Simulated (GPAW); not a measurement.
**BN: single point with TB-mBJ**

The system is BN.

```
N B
1.0
     1.25112    0.72234    3.37293
    -1.25112    0.72234    3.37293
     0.00000   -1.44467    3.37293
N B
1 1
Direct
  0.66724 0.66724 0.66724
  0.00033 0.00033 0.00033
```

The cell is a database's computed one.

| Property | Result |
| --- | --- |
| Program | GPAW 26.7.0 |
| Task | single point |
| Functional | TB-mBJ |
| Potentials or basis | GPAW PAW data sets for LDA (gpaw-data 1.2.1) |
| Cutoff | 800 eV |
| Basis | pw |
| k mesh | 10 × 10 × 10 |
| Occupations | fermi-dirac, width 0.05 eV |
| Spin | no spin polarisation |

- Band gap on the k mesh: 5.80 eV, indirect (least direct gap 6.64 eV)

Levels at points of the mesh, in eV from the valence-band top:
```tsv
k point	band 1	band 2	band 3	band 4	band 5	band 6	band 7
(0.00, 0.00, 0.00)	-18.70	-3.87	-1.80	-1.80	6.64	12.61	12.61
(0.50, 0.00, 0.00)	-15.73	-9.17	-4.42	-0.52	6.82	10.82	14.65
(0.50, 0.50, 0.00)	-15.67	-9.08	-4.47	-1.01	5.80	10.74	16.01
(0.50, 0.50, 0.50)	-18.51	-5.56	-1.82	-1.82	11.76	12.55	12.55
```

Run time: 120 s on 1 thread of Arm Neoverse V2 (shared host), peak memory 0.22 GiB.

Caveat: a model potential gives levels but no total energy. A k mesh can miss the band edges.
